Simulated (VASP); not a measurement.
# Bi (Im-3m) in VASP: notebook

The runs below take Bi through relaxation of cell and atoms, relaxation of the atoms, single point, with rSCAN, r2SCAN.

All numbers are computed with VASP 6.6.1; they aren't measurements. Logs are shortened: lines on timing, memory, paths and dates and some standing lists are left out, and cuts for length are marked.

### Step 1. The crystal as given

The structure is cubic, space group Im-3m (No. 229). The conventional cell has a = 3.963 Å, b = 3.963 Å, c = 3.963 Å, α = 90.00°, β = 90.00°, γ = 90.00°. Bi (site symmetry m-3m) has 8 Bi at 3.43 Å as nearest neighbours.

This isn't the form of Bi at room conditions, which is rhombohedral.

### Step 2. Relaxation of cell and atoms, rSCAN

File INCAR:

```
ALGO = Normal
EDIFF = 1E-6
EDIFFG = -0.02
ENCUT = 600
IBRION = 2
ISIF = 3
ISMEAR = 1
LASPH = True
LCHARG = False
LMIXTAU = True
LREAL = False
LWAVE = False
METAGGA = RSCAN
NELM = 60
NSW = 60
PREC = Accurate
SIGMA = 0.1
```

File KPOINTS:

```
k-points
0
Gamma
  9 9 9
```

File POSCAR:

```
Bi
1.0
   -1.9814305318      1.9814305318      1.9814305318
    1.9814305318     -1.9814305318      1.9814305318
    1.9814305318      1.9814305318     -1.9814305318
Bi
1
Direct
    0.0000000000      0.0000000000      0.0000000000
```

Potentials or basis: VASP PAW PBE potentials, release 64 (Bi_d).

On the command line:

```sh
$ cat potpaw_PBE.64/Bi_d/POTCAR > POTCAR
$ mpirun -np 1 vasp_std > vasp.out
```

OUTCAR:

```text
EDIFF = 1E-6
   EDIFFG = -0.02
   ENCUT = 600
   IBRION = 2
   ISIF = 3
   ISMEAR = 1
   LASPH = True
   LREAL = False
   METAGGA = RSCAN
   NELM = 60
   NSW = 60
   PREC = Accurate

 ion  position               nearest neighbor table
   1  0.000  0.000  0.000-

  LATTYP: Found a body centered cubic cell.
 ALAT       =     3.9628610636

  Lattice vectors:

 A1 = (  -1.9814305318,   1.9814305318,   1.9814305318)
 A2 = (   1.9814305318,  -1.9814305318,   1.9814305318)
 A3 = (   1.9814305318,   1.9814305318,  -1.9814305318)

Analysis of symmetry for initial positions (statically):
=====================================================================
 Subroutine PRICEL returns:
 Original cell was already a primitive cell.

 Routine SETGRP: Setting up the symmetry group for a
 body centered cubic supercell.

 Subroutine GETGRP returns: Found 48 space group operations
 (whereof 48 operations were pure point group operations)
 out of a pool of 48 trial point group operations.

The static configuration has the point symmetry O_h .

Analysis of symmetry for dynamics (positions and initial velocities):
=====================================================================
 Subroutine PRICEL returns:
 Original cell was already a primitive cell.

 Routine SETGRP: Setting up the symmetry group for a
 body centered cubic supercell.

 Subroutine GETGRP returns: Found 48 space group operations
 (whereof 48 operations were pure point group operations)
 out of a pool of 48 trial point group operations.

The dynamic configuration has the point symmetry O_h .

 Subroutine INISYM returns: Found 48 space group operations
 (whereof 48 operations are pure point group operations),
 and found     1 'primitive' translations

----------------------------------------------------------------------------------------

                                     Primitive cell

  volume of cell :      31.1169

  direct lattice vectors                    reciprocal lattice vectors
    -1.981430532  1.981430532  1.981430532     0.000000000  0.252342937  0.252342937
     1.981430532 -1.981430532  1.981430532     0.252342937  0.000000000  0.252342937
     1.981430532  1.981430532 -1.981430532     0.252342937  0.252342937  0.000000000

  length of vectors
     3.431938353  3.431938353  3.431938353     0.356866804  0.356866804  0.356866804

  position of ions in fractional coordinates (direct lattice)
     0.000000000  0.000000000  0.000000000

  ion indices of the primitive-cell ions
   primitive index   ion index
                 1           1

----------------------------------------------------------------------------------------

 KPOINTS: k-points

Automatic generation of k-mesh.
 Grid dimensions read from file:
 generate k-points for:    9    9    9

 Generating k-lattice:

  Cartesian coordinates                     Fractional coordinates (reciprocal lattice)
     0.000000000  0.028038104  0.028038104     0.111111111  0.000000000  0.000000000
     0.028038104  0.000000000  0.028038104     0.000000000  0.111111111  0.000000000
     0.028038104  0.028038104  0.000000000     0.000000000  0.000000000  0.111111111

  Length of vectors
     0.039651867  0.039651867  0.039651867

  Shift w.r.t. Gamma in fractional coordinates (k-lattice)
     0.000000000  0.000000000  0.000000000

 Subroutine IBZKPT returns following result:
 ===========================================

 Found     35 irreducible k-points:

 Following reciprocal coordinates:
            Coordinates               Weight
  0.000000  0.000000  0.000000      1.000000
  0.111111  0.000000  0.000000     12.000000
  0.222222  0.000000  0.000000     12.000000
  0.333333  0.000000  0.000000     12.000000
  0.444444  0.000000  0.000000     12.000000
  0.111111  0.111111  0.000000     24.000000
[... 16 lines left out ...]
 -0.333333  0.444444  0.111111     48.000000
 -0.444444 -0.444444  0.111111     24.000000
 [... further k-points ...]
   k-points           NKPTS =     35   k-points in BZ     NKDIM =     35   number of bands    NBANDS=     11
   number of dos      NEDOS =    301   number of ions     NIONS =      1
   total plane-waves  NPLWV =  21952
   dimension x,y,z NGX =    28 NGY =   28 NGZ =   28
   dimension x,y,z NGXF=    56 NGYF=   56 NGZF=   56
   ions per type =               1
   NGX,Y,Z   is equivalent  to a cutoff of  13.56, 13.56, 13.56 a.u.
   NGXF,Y,Z  is equivalent  to a cutoff of  27.13, 27.13, 27.13 a.u.
 SYSTEM =  unknown system
   PREC   = accura    normal or accurate (medium, high low for compatibility)
   ISTART =      0    job   : 0-new  1-cont  2-samecut
   ICHARG =      2    charge: 1-file 2-atom 10-const
   ISPIN  =      1    spin polarized calculation?
   LNONCOLLINEAR =      F non collinear calculations
   LSORBIT =      F    spin-orbit coupling
   LASPH  =      T    aspherical Exc in radial PAW
   ENCUT  =  600.0 eV  44.10 Ry    6.64 a.u.   6.85  6.85  6.85*2*pi/ulx,y,z
   NELM   =     60;   NELMIN=  2; NELMDL= -5     # of ELM steps
   EDIFF  = 0.1E-05   stopping-criterion for ELM
   LREAL  =      F    real-space projection
   EDIFFG = -.2E-01   stopping-criterion for IOM
   NSW    =     60    number of steps for IOM
   IBRION =      2    ionic relax: 0-MD 1-quasi-New 2-CG
   NFREE  =      1    steps in history (QN), initial steepest desc. (CG)
   ISIF   =      3    stress and relaxation
   ISYM   =      2    0-nonsym 1-usesym 2-fastsym
   POTIM  = 0.5000    time-step for ionic-motion
   TEBEG  =    0.0;   TEEND  =   0.0 temperature during run
   PSTRESS=    0.0 pullay stress
   NELECT =      15.0000    total number of electrons
   NUPDOWN=      -1.0000    fix difference up-down
   EMIN   =  10.00;   EMAX   =-10.00  energy-range for DOS
   EFERMI =   0.00;   METHOD = LEGACY
   ISMEAR =     1;   SIGMA  =   0.10  broadening in eV -4-tet -1-fermi 0-gaus
   EFERMI_NEDOS =   21; number of points for ismear=-14 and -15
   IALGO  =     38    algorithm
   IMIX   =      4    mixing-type and parameters
     AMIX     =   0.40;   BMIX     =  1.00
     AMIX_MAG =   1.60;   BMIX_MAG =  1.00
  volume/ion in A,a.u.               =      31.12       209.99
  Fermi-wavevector in a.u.,A,eV,Ry     =   1.283630  2.425708 22.418388  1.647705
  Thomas-Fermi vector in A             =   2.415871
   LORBIT       =      0    0 simple, 1 ext, 2 COOP (PROOUT), +10 PAW based schemes
   METAGGA = RSCAN    functional components
   LHFCALC =     F    Hartree Fock is set to
   AEXX    =    0.0000 exact exchange contribution
   IVDW    =     0    specifies the selected vdW correction
   LEPSILON=     F    determine dielectric tensor
   LRPA    =     F    only Hartree local field effects (RPA)
 conjugate gradient relaxation of ions
 non-spin polarized calculation
 Methfessel and Paxton  Order N= 1 SIGMA  =   0.10
  energy-cutoff  :      600.00
  volume of cell :       31.12
 maximum number of plane-waves:      1055
   NGX = 13   NGY = 13   NGZ = 13

--------------------------------------- Ionic step        1  -------------------------------------------

 number of electron      14.9999994 magnetization

 Free energy of the ion-electron system (eV)
  ---------------------------------------------------
  ext. energy  EPLUGINS =         0.00000000
  ---------------------------------------------------
  free energy    TOTEN  =      -102.95213958 eV

  energy without entropy =     -102.95107906  energy(sigma->0) =     -102.95178608

------------------------ aborting loop because EDIFF is reached ----------------------------------------

  FORCE on cell =-STRESS in cart. coord.  units (eV):
  Direction    XX          YY          ZZ          XY          YZ          ZX
  --------------------------------------------------------------------------------------
  -------------------------------------------------------------------------------------
  Total        0.0592011      0.0592011      0.0592011      0.0000000      0.0000000      0.0000000
  in kB        3.0482050      3.0482050      3.0482050      0.0000000      0.0000000      0.0000000
  external PRESSURE =       3.0482050 kB  Pullay stress =       0.0000000 kB
[... 55 lines left out ...]
  energy  without entropy=     -102.9511713227  energy(sigma->0) =     -102.95192982

--------------------------------------- Ionic step        3  -------------------------------------------

 number of electron      14.9999996 magnetization

 Free energy of the ion-electron system (eV)
  ---------------------------------------------------
  ext. energy  EPLUGINS =         0.00000000
  ---------------------------------------------------
  free energy    TOTEN  =      -102.95234451 eV

  energy without entropy =     -102.95122345  energy(sigma->0) =     -102.95197082

 E-fermi :   7.7986     XC(G=0): -11.0780

 val. band max:        7.7626629976   @ k =   0.2222   0.0000   0.0000
 cond. band min:       7.8074956655   @ k =  -0.2222   0.2222   0.1111
 fundamental gap:      0.0448326679
 Fermi energy:         7.7986485935

 k-point     1 :       0.0000    0.0000    0.0000
  band No.  band energies     occupation
      1     -16.1239      2.00000
      2     -16.1239      2.00000
      3     -16.1239      2.00000
      4     -15.9857      2.00000
      5     -15.9857      2.00000
      6      -6.3373      2.00000
      7      13.0327      0.00000
      8      13.0327      0.00000
      9      13.0327      0.00000
     10      17.6793      0.00000
     11      18.9419      0.00000
[... 309 lines left out ...]
 k-point    24 :      -0.4444   -0.4444    0.1111
  band No.  band energies     occupation
      1     -16.1125      2.00000
      2     -16.0750      2.00000
      3     -16.0297      2.00000
      4     -15.9916      2.00000
      5     -15.9125      2.00000
      6      -2.6664      2.00000
      7       3.1766      2.00000
      8       6.8424      2.00000
      9      10.4911      0.00000
     10      15.6047      0.00000
     11      17.1349      0.00000

 [... further k-points ...]

------------------------ aborting loop because EDIFF is reached ----------------------------------------

  FORCE on cell =-STRESS in cart. coord.  units (eV):
  Direction    XX          YY          ZZ          XY          YZ          ZX
  --------------------------------------------------------------------------------------
  -------------------------------------------------------------------------------------
  Total       -0.0020098     -0.0020098     -0.0020098      0.0000000     -0.0000000     -0.0000000
  in kB       -0.1028332     -0.1028332     -0.1028332      0.0000000     -0.0000000     -0.0000000
  external PRESSURE =      -0.1028332 kB  Pullay stress =       0.0000000 kB
[... 16 lines left out ...]
  FREE ENERGIE OF THE ION-ELECTRON SYSTEM (eV)
  ---------------------------------------------------
  free  energy   TOTEN  =      -102.9523445052 eV

  energy  without entropy=     -102.9512234497  energy(sigma->0) =     -102.95197082

 reached required accuracy - stopping structural energy minimisation
```

Wall time 90 s (1 thread of Intel Xeon Platinum 8488C (Sapphire Rapids), shared host); peak memory 0.17 GiB.

What came out:

* Free energy: -102.9523 eV
* Relaxed volume: 31.31 Å³/atom
* Relaxed cell: a = 3.439 Å, b = 3.439 Å, c = 3.439 Å, α = 109.47°, β = 109.47°, γ = 109.47°
* Space group after relaxing (to 0.05 Å): Im-3m (No. 229)
* Energy gained by relaxing: 0.2 meV/atom
* Ionic steps: 3
* Pressure after relaxing: 0.0 GPa
* Band gap on the k mesh: none (metal or under the smearing width)

The path:
```tsv
step	energy change (eV)	largest force (eV/Å)	pressure (GPa)	volume (Å³)
1	0.0000	0.0000	0.30	31.12
2	-0.0002	0.0000	-0.14	31.38
3	-0.0002	0.0000	-0.01	31.31
```

Final structure:
```xyz
1
Lattice="-1.9856 1.9856 1.9856 1.9856 -1.9856 1.9856 1.9856 1.9856 -1.9856" Properties=species:S:1:pos:R:3 pbc="T T T"
Bi    0.0000    0.0000    0.0000
```

Levels at points of the mesh, in eV from the Fermi level:
| k point | band 3 | band 4 | band 5 | band 6 | band 7 | band 8 | band 9 | band 10 | band 11 |
| --- | --- | --- | --- | --- | --- | --- | --- | --- | --- |
| (0.00, 0.00, 0.00) | -23.92 | -23.78 | -23.78 | -14.14 | 5.23 | 5.23 | 5.23 | 9.88 | 11.14 |

Caveat: the PAW data sets were made with another functional, which shifts forces and pressure a little; spin-orbit coupling is left out, which moves the levels of the heavy elements.

### Step 3. Relaxation of the atoms, r2SCAN (cell strained at random at fixed volume)

File run.py:

```python
from ase.calculators.vasp import Vasp
from ase.io import read
from ase.optimize import FIRE

atoms = read('POSCAR')
calc = Vasp(
    directory='calc',
    xc='r2scan',
    pp='PBE',
    setups='recommended',
    prec='Accurate',
    encut=520,
    ediff=1e-06,
    ismear=1,
    sigma=0.1,
    lreal=False,
    lasph=True,
    nelm=60,
    algo='Normal',
    isif=2,
    lwave=False,
    lcharg=False,
    lmixtau=True,
    kpts=[7, 7, 7],
    gamma=True,
)
atoms.calc = calc
opt = FIRE(atoms, trajectory='relax.traj')
converged = opt.run(fmax=0.01, steps=40)
print('converged:', converged)

print('energy (eV):', atoms.get_potential_energy())
print('free energy (eV):', atoms.get_potential_energy(force_consistent=True))
print('forces (eV/A):')
print(atoms.get_forces())
print('stress (eV/A^3, Voigt):', atoms.get_stress())
print('Fermi level (eV):', calc.get_fermi_level())
print('cell (A, degrees):', atoms.cell.cellpar())
print('volume (A^3):', atoms.get_volume())
print('scaled positions:')
print(atoms.get_scaled_positions())
```

File POSCAR:

```
Bi
1.0
   -1.9993060000      2.0104570000      1.9723750000
    2.0210270000     -1.9627670000      1.9464050000
    1.9880530000      1.9515140000     -1.9246840000
Bi
1
Direct
   -0.0126080000      0.0047820000     -0.0361650000
```

Potentials or basis: VASP PAW PBE potentials, release 64 (Bi_d).

On the command line:

```sh
$ python run.py
```

Wall time 2.5 min (1 thread of Intel Xeon Platinum 8488C (Sapphire Rapids), shared host); peak memory 0.2 GiB.

Results (log left out):

* Free energy: -58.2252 eV
* Pressure after relaxing: 1.2 GPa
* Band gap on the k mesh: none (metal or under the smearing width)

Stress tensor (GPa, compression positive):
```
 1.75 -0.28  0.17
-0.28  0.85  0.13
 0.17  0.13  1.06
```

Final structure:
```
Bi
1.0
    -1.99931    2.01046    1.97237
     2.02103   -1.96277    1.94640
     1.98805    1.95151   -1.92468
Bi
1
Direct
  0.98739 0.00478 0.96384
```

Levels at points of the mesh, in eV from the Fermi level:
| k point | band 3 | band 4 | band 5 | band 6 | band 7 | band 8 | band 9 | band 10 | band 11 |
| --- | --- | --- | --- | --- | --- | --- | --- | --- | --- |
| (0.00, 0.00, 0.00) | -23.67 | -23.55 | -23.54 | -14.08 | 5.20 | 5.30 | 5.63 | 10.12 | 11.15 |

Caveat: the relaxation stopped at its first step, so nothing moved; the PAW data sets were made with another functional, which shifts forces and pressure a little; spin-orbit coupling is left out, which moves the levels of the heavy elements.

### Step 4. Single point, r2SCAN

File INCAR:

```
SYSTEM = Bi
PREC     = Accurate       ! precision mode
ENCUT    = 520            ! plane-wave cutoff, eV
EDIFF    = 1E-6           ! SCF threshold, eV
ISMEAR   = -1             ! smearing method
SIGMA    = 0.05           ! smearing width, eV
LREAL    = .FALSE.        ! projectors in reciprocal space
LASPH    = .TRUE.         ! aspherical terms in the spheres
NELM     = 100            ! most SCF steps
ALGO     = Normal         ! electronic algorithm
ISIF     = 2              ! what is computed and relaxed
LWAVE    = .FALSE.        ! write WAVECAR
LCHARG   = .TRUE.         ! write CHGCAR
METAGGA  = R2SCAN         ! meta-GGA
LMIXTAU  = .TRUE.       
LELF     = .TRUE.         ! ELF
LVHAR    = .TRUE.
```

File KPOINTS:

```
Automatic mesh
0
G
  9 9 9
  0 0 0
```

File POSCAR:

```
Bi
1.0
   -1.9814305318      1.9814305318      1.9814305318
    1.9814305318     -1.9814305318      1.9814305318
    1.9814305318      1.9814305318     -1.9814305318
Bi
1
Direct
    0.0000000000      0.0000000000      0.0000000000
```

On the command line:

```sh
$ cat potpaw_PBE.64/Bi_d/POTCAR > POTCAR
$ mpirun -np 1 vasp_std > vasp.out
```

Run time: 40 s. Hardware: 1 thread of Intel Xeon Platinum 8488C (Sapphire Rapids), shared host; peak memory 0.16 GiB.

The run converged. Its results:

| Item | Value |
| --- | --- |
| Free energy | -58.2883 eV |
| Pressure | 0.0 GPa |
| Band gap on the k mesh | none (metal or under the smearing width) |

Levels at points of the mesh, in eV from the Fermi level:
| k point | band 3 | band 4 | band 5 | band 6 | band 7 | band 8 | band 9 | band 10 | band 11 |
| --- | --- | --- | --- | --- | --- | --- | --- | --- | --- |
| (0.00, 0.00, 0.00) | -23.83 | -23.69 | -23.69 | -14.21 | 5.25 | 5.25 | 5.25 | 10.03 | 11.19 |

Caveat: the PAW data sets were made with another functional, which shifts forces and pressure a little; spin-orbit coupling is left out, which moves the levels of the heavy elements.

### Step 5. Single point, r2SCAN

File INCAR:

```
SYSTEM = Bi
ADDGRID = .False.
ALGO = Normal
EDIFF = 1E-8
ENCUT = 900
ISIF = 2
ISMEAR = 1
LASPH = .True.
LCHARG = .False.
LMIXTAU = .True.
LREAL = .False.
LWAVE = .False.
METAGGA = R2SCAN
NELM = 100
PREC = Accurate
SIGMA = 0.1
```

File KPOINTS:

```
k-points
0
Gamma
  17 17 17
  0 0 0
```

POSCAR is that of step 4.

On the command line:

```sh
$ cat potpaw_PBE.64/Bi_d/POTCAR > POTCAR
$ mpirun -np 1 vasp_std > vasp.out
```

It took 7.2 min on 1 thread of AMD EPYC 9R45 (Zen 5), shared host; peak memory 0.28 GiB.

The run converged. Its results:

| Quantity | Value |
| --- | --- |
| Free energy | -58.2731 eV |
| Pressure | 0.2 GPa |
| Band gap on the k mesh | none (metal or under the smearing width) |

Levels at points of the mesh, in eV from the Fermi level:
```tsv
k point	band 4	band 5	band 6	band 7	band 8	band 9	band 10	band 11
(0.00, 0.00, 0.00)	-23.55	-23.55	-14.07	5.40	5.40	5.40	10.17	11.33
```

Caveat: the PAW data sets were made with another functional, which shifts forces and pressure a little; spin-orbit coupling is left out, which moves the levels of the heavy elements.

### Step 6. The reference run

An earlier run on the cell as given: functional PBEsol; potentials or basis VASP PAW PBE potentials, release 64 (Bi_d); cutoff 520 eV; k mesh 9 × 9 × 9; occupations fermi-dirac, width 0.05 eV; no spin polarisation.

* Pressure: -2.0 GPa
* Band gap on the k mesh: none (metal or under the smearing width)

### Step 7. The runs side by side

```csv
task,level,cell,k mesh,cutoff (eV),smearing,optimiser,ladder,gap on the mesh (eV),pressure (GPa)
relaxation of cell and atoms,rSCAN,relaxed,9 × 9 × 9,600,methfessel-paxton 0.1 eV,-,-,none,0.0
relaxation of the atoms,r2SCAN,atoms relaxed from: cell strained at random at fixed volume,7 × 7 × 7,520,methfessel-paxton 0.1 eV,FIRE,-,none,1.2
single point,r2SCAN,as given,9 × 9 × 9,520,fermi-dirac 0.05 eV,-,-,none,0.0
single point,r2SCAN,as given,17 × 17 × 17,900,methfessel-paxton 0.1 eV,-,-,none,0.2
single point,PBEsol,as given,9 × 9 × 9,520,fermi-dirac 0.05 eV,-,free,none,-2.0
```

Alike in all rows: potentials or basis VASP PAW PBE potentials, release 64 (Bi_d); no spin polarisation.

Every run on the cell as given and a fine mesh finds a metal. The pressure there spans -2.0 GPa (PBEsol) to 0.2 GPa (r2SCAN); a positive pressure means that this level wants a larger cell, a negative one a smaller.

Caveats: the PAW data sets were made with another functional, which shifts forces and pressure a little; spin-orbit coupling is left out, which moves the levels of the heavy elements; the relaxation stopped at its first step, so nothing moved (some runs).

Absolute energies hang on the potentials; compare differences alone.
